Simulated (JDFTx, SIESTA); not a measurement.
**InAs: programs and potentials compared**

```
CELL_PARAMETERS angstrom
0.00000 3.01800 3.01800
3.01800 0.00000 3.01800
3.01800 3.01800 0.00000
ATOMIC_POSITIONS crystal
In 0.00000 0.00000 0.00000
As 0.75000 0.75000 0.75000
```

Alike in all runs: task single point; functional PBE; k mesh 8 × 8 × 8; occupations fermi-dirac, width 0.05 eV; no spin polarisation; no spin-orbit coupling. A missing gap at this level doesn't show that the real crystal is a metal. Pressure is positive in compression and, in plane waves, holds the error of the finite cutoff.

| program and potentials | plane-wave cutoff (eV) | notes | band gap (eV) | pressure (GPa) |
| --- | --- | --- | --- | --- |
| SIESTA, files PseudoDojo sr-pbe-0.4.1-standard, ansatz-sr-pbe-nc, DZP (energy shift 0.003 Ry; two zetas on semicore shells) | - | atomic basis; 14 valence electrons an atom on average | no gap | 4.35 |
| SIESTA, files sg15-pbe-1.2, DZP (energy shift 0.003 Ry; two zetas on semicore shells) | - | atomic basis; 9 valence electrons an atom on average | no gap | 5.06 |
| SIESTA, files PseudoDojo sr-pbe-0.5-standard, DZP (energy shift 0.003 Ry; two zetas on semicore shells) | - | atomic basis; 14 valence electrons an atom on average | no gap | 4.44 |
| SIESTA, files spms-pbe-1.0, DZP (energy shift 0.003 Ry; two zetas on semicore shells) | - | atomic basis; 14 valence electrons an atom on average | no gap | 4.71 |
| JDFTx, PseudoDojo-SR-PBE-0.5-standard | 1143 | 14 valence electrons an atom on average | no gap | 4.36 |

None finds a gap. The pressure spans 4.35 (SIESTA, files PseudoDojo sr-pbe-0.4.1-standard, ansatz-sr-pbe-nc, DZP (energy shift 0.003 Ry; two zetas on semicore shells)) to 5.06 GPa (SIESTA, files sg15-pbe-1.2, DZP (energy shift 0.003 Ry; two zetas on semicore shells)). Rows in atomic bases carry the error of their basis and grid, which can be large.

Differences between rows come from potentials, basis sets and numerical settings, since the functional is the same but for its coding. Runs on potential files found faulty are left out.
